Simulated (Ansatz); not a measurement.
Here is an Ansatz 0.2.0 calculation.

The input input.yaml:

```yaml
crystal:
  lattice:
    - [3.811, 0.0, 0.0]
    - [-1.9055, 3.3004228138, 0.0]
    - [0.0, 0.0, 6.234]
  atoms:
    - { symbol: Zn, position: [0.6666666667, 0.3333333333, 0.5] }
    - { symbol: Zn, position: [0.3333333333, 0.6666666667, 0.0] }
    - { symbol: S, position: [0.6666666667, 0.3333333333, 0.885] }
    - { symbol: S, position: [0.3333333333, 0.6666666667, 0.385] }
hamiltonian:
  xc: pbe
  pseudopotentials: { kind: paw }
kpoints:
  mp_grid: { grid: [8, 8, 5] }
scf:
  occupations: { method: gaussian, width: 0.019 }
output:
  forces: true
  stress: true
  eigenvalues: true
```

Potentials or basis: Ansatz PAW.

Command:

```console
$ ansatz run input.yaml --threads 2 --pin off --max-ram 5632MiB --backend cpu --events-out ev --progress --plain --runs-dir out
```

Q: Estimate the largest force.

A: 0.319 eV/Å.

Q: Estimate the band gap on the k mesh.

A: 2.25 eV, direct.

Forces in eV/Å, atoms in the order of the input:
```
Zn   0.000  0.000  0.319
Zn   0.000  0.000  0.319
S    0.000  0.000 -0.319
S    0.000  0.000 -0.319
```

Caveat: odd divisions of the mesh miss points on the zone boundary, where band edges often lie, so the gap on the mesh can be too wide.

**What was measured.**

From a printed reference work, monograph, for a bulk crystal of ZnS at 4 K: band gap 3.911 eV (direct).

Against the measured gap of ZnS, 3.911 eV (direct; 4 K; a printed reference work, monograph), the calculated 2.25 eV is off by -1.66 eV. The value is that of PBE, without temperature or zero-point motion. Semilocal functionals fall short of measured gaps as a rule.
